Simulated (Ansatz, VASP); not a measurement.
## Si2Ni in VASP and in Ansatz

```
CELL_PARAMETERS angstrom
3.84030 0.00000 0.00000
-1.92015 3.32579 0.00000
0.00000 0.00000 9.25899
ATOMIC_POSITIONS crystal
Ni 0.00000 0.00000 0.00000
Ni 0.33333 0.66667 0.33333
Ni 0.66667 0.33333 0.66667
Si 0.33333 0.66667 0.08183
Si 0.66667 0.33333 0.91817
Si 0.66667 0.33333 0.41516
Si 0.00000 0.00000 0.25150
Si 0.00000 0.00000 0.74850
Si 0.33333 0.66667 0.58484
```

Alike in both runs: functional PBEsol; k mesh 12 × 12 × 4; occupations gaussian, width 0.05 eV; no spin polarisation.

Ansatz relaxed the structure, and its values are those at the end. VASP's run is a single point on that final structure, the one shown.

```csv
,VASP,Ansatz
version,VASP 6.6.1,Ansatz 0.2.0
potentials or method,"VASP PAW PBE potentials, release 64 (Ni, Si)","scalar-relativistic, plane waves, PAW"
plane-wave cutoff (eV),520,420
valence electrons in the cell,54,78
```

Ansatz gave:

* pressure (GPa): -1.1

**Question.** What did VASP give for the same quantities?

**Answer.** Pressure (GPa): -0.9.

The two sets of potentials don't hold the same shells in valence.

Caveats: the PAW data sets were made with another functional, which shifts forces and pressure a little (VASP). Spin polarisation is off, so any magnetic state and its effect on volume and gap are missing.
